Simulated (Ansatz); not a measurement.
The system is Bi2Te2Se.

```
Bi Te Se
1.0
     2.16097    1.24764   10.58557
    -2.16097    1.24764   10.58557
     0.00000   -2.49527   10.58557
Bi Te Se
2 2 1
Direct
  0.39172 0.39172 0.39172
  0.60828 0.60828 0.60828
  0.78040 0.78040 0.78040
  0.21960 0.21960 0.21960
  0.00000 0.00000 0.00000
```

The cell is a database's computed one.

```yaml
Program: Ansatz 0.2.0
Task: relaxation of cell and atoms
Functional: PBEsol
Dispersion: D4
Potentials_or_basis: Ansatz PAW
Cutoff: "420 eV (not typed: the program's choice for these potentials)"
k_mesh: 7 × 7 × 7
Occupations: fermi-dirac, width 0.05 eV
Spin: no spin polarisation
```

At the start: volume 34.25 Å³/atom.

Q: Where does the relaxation end?

A: It ends after 7 steps and the volume is 30.59 Å³/atom (-10.7 %); space group R-3m (No. 166, to 0.05 Å).

The path:
```
step  energy change (eV)  largest force (eV/Å)  volume (Å³)
   1              0.0000                0.0551       171.24
   2             -0.1440                0.1405       151.94
   3             -0.1804                0.0294       152.35
   4             -0.1886                0.0213       153.25
   5             -0.1890                0.0124       152.88
   6             -0.1890                0.0023       152.97
   7             -0.1864                0.0025       152.97
```

Final structure:
```
Bi Te Se
1.0
     2.12741    1.22826    9.75702
    -2.12741    1.22826    9.75702
     0.00000   -2.45652    9.75702
Bi Te Se
2 2 1
Direct
  0.39518 0.39518 0.39518
  0.60482 0.60482 0.60482
  0.78896 0.78896 0.78896
  0.21104 0.21104 0.21104
  0.00000 0.00000 0.00000
```

Caveat: the plane-wave basis is chosen anew once the cell has moved, so the energies of steps on either side of that aren't comparable; the PAW data sets come from PBE, with cores solved anew for the run's functional, which leaves a small shift of forces and pressure.
